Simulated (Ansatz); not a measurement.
PbSe (Clausthalite) under changes of volume

One of the cells (28.671 Å³/atom); the others are scaled copies at fixed shape and fractional positions:

```
CELL_PARAMETERS angstrom
0.00000 3.06065 3.06065
3.06065 0.00000 3.06065
3.06065 3.06065 0.00000
ATOMIC_POSITIONS crystal
Pb 0.00000 0.00000 0.00000
Se 0.50000 0.50000 0.50000
```

```yaml
Program: Ansatz 0.2.0
Functional: LDA
Potentials_or_basis: JTH PAW LDA
Cutoff: 1800 eV
Density_cutoff: 9000 eV
k_mesh: 8 × 8 × 8
Occupations: fermi-dirac, width 0.05 eV
Spin: no spin polarisation
```

```csv
volume (Å³/atom),energy over the lowest point (meV/atom),pressure (GPa),gap on the mesh (eV)
26.951,?,?,?
27.524,0.00,0.0,0.04
28.097,1.86,-1.1,0.11
28.671,7.55,-2.1,0.18
29.244,16.71,-3.0,0.24
29.818,28.99,-3.8,0.30
30.391,44.06,-4.6,0.35
```

Question: What does the run at 26.951 Å³/atom give?

Answer: Energy over the lowest point 2.37 meV/atom; pressure 1.3 GPa; gap on the mesh 0.04 eV.

Worked out: A Birch-Murnaghan fit of order 3 (a polynomial in V^(-2/3)) to the other rows has its minimum at 27.55 Å³/atom with B0 = V·E''(V) = 57 GPa and B' = 4.0. It gives 2.41 meV/atom at 26.951 Å³/atom, against the run's 2.37, and -dE/dV = 1.3 GPa, against 1.3.

Energies are extrapolated to zero smearing.

Caveats: spin-orbit coupling is left out, which as a rule narrows the gap of such compounds by several tenths of an eV.

A mesh can miss the band edges.
